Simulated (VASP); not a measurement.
BP: dielectric tensor with PBEsol

Crystal: BP.

```
B P
1.0
     0.00000    2.26734    2.26734
     2.26734    0.00000    2.26734
     2.26734    2.26734    0.00000
B P
1 1
Direct
  0.00000 0.00000 0.00000
  0.25000 0.25000 0.25000
```

| Property | Result |
| --- | --- |
| Program | VASP 6.6.1 |
| Task | dielectric tensor |
| Functional | PBEsol |
| Potentials or basis | VASP PAW PBE potentials, release 64 (B, P) |
| Cutoff | 600 eV |
| k mesh | 16 × 16 × 16 |
| Occupations | gaussian, width 0.03 eV |
| Spin | no spin polarisation |
| Monkhorst-Pack mesh | yes |
| Further INCAR settings | ALGO = Normal; EDIFF = 1e-08 |

```
Electronic dielectric tensor (diagonal) : 9.34
Born charges (mean of the diagonal)     : B -0.51; P +0.51 e
```

Levels at points of the mesh, in eV from the valence-band top:
```tsv
k point	band 2	band 3	band 4	band 5	band 6	band 7
(0.03, 0.03, 0.03)	-0.13	0.00	0.00	3.44	3.44	3.47
```

Electronic dielectric tensor:
```
9.34 0.00 0.00
0.00 9.34 0.00
0.00 0.00 9.34
```

Born effective charge tensors (e):
atom 1, B
```
-0.51  0.00  0.00
 0.00 -0.51  0.00
 0.00  0.00 -0.51
```
atom 2, P
```
0.51 0.00 0.00
0.00 0.51 0.00
0.00 0.00 0.51
```

It took 21 min on 1 thread of AMD EPYC 9R45 96-Core Processor (Zen 5), with other jobs on the host, peak memory 1.1 GiB.
